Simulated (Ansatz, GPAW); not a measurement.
PbSe: programs and potentials compared

```
Pb Se
1.0
     0.00000    3.06065    3.06065
     3.06065    0.00000    3.06065
     3.06065    3.06065    0.00000
Pb Se
1 1
Direct
  0.00000 0.00000 0.00000
  0.50000 0.50000 0.50000
```

Alike in all runs: task single point; functional PBE; k mesh 8 × 8 × 8; occupations gaussian, width 0.1 eV; no spin polarisation; no spin-orbit coupling. Pressure is positive in compression and, in plane waves, holds the error of the finite cutoff, which Ansatz's Pulay term estimates and takes out.

```json
{"program and potentials": "Ansatz, Ansatz PAW", "plane-wave cutoff (eV)": "420", "notes": "15 valence electrons an atom on average", "band gap (eV)": "0.29", "pressure (GPa)": "2.42"}
{"program and potentials": "GPAW, GPAW PAW data sets (gpaw-data 1.2.1)", "plane-wave cutoff (eV)": "600", "notes": "10 valence electrons an atom on average", "band gap (eV)": "0.24", "pressure (GPa)": "2.21"}
{"program and potentials": "Ansatz, all-electron LAPW, scalar-relativistic", "plane-wave cutoff (eV)": "-", "notes": "-", "band gap (eV)": "0.28", "pressure (GPa)": "2.43"}
```

The band gap spans 0.24 (GPAW, GPAW PAW data sets (gpaw-data 1.2.1)) to 0.29 eV (Ansatz, Ansatz PAW), with all-electron results at 0.28. The pressure spans 2.21 (GPAW, GPAW PAW data sets (gpaw-data 1.2.1)) to 2.43 GPa (Ansatz, all-electron LAPW, scalar-relativistic), with all-electron results at 2.43. Spin-orbit coupling, left out here, moves the band edges of heavy atoms.

Differences between rows come from potentials, basis sets and numerical settings, since the functional is the same but for its coding. Runs on potential files found faulty are left out.
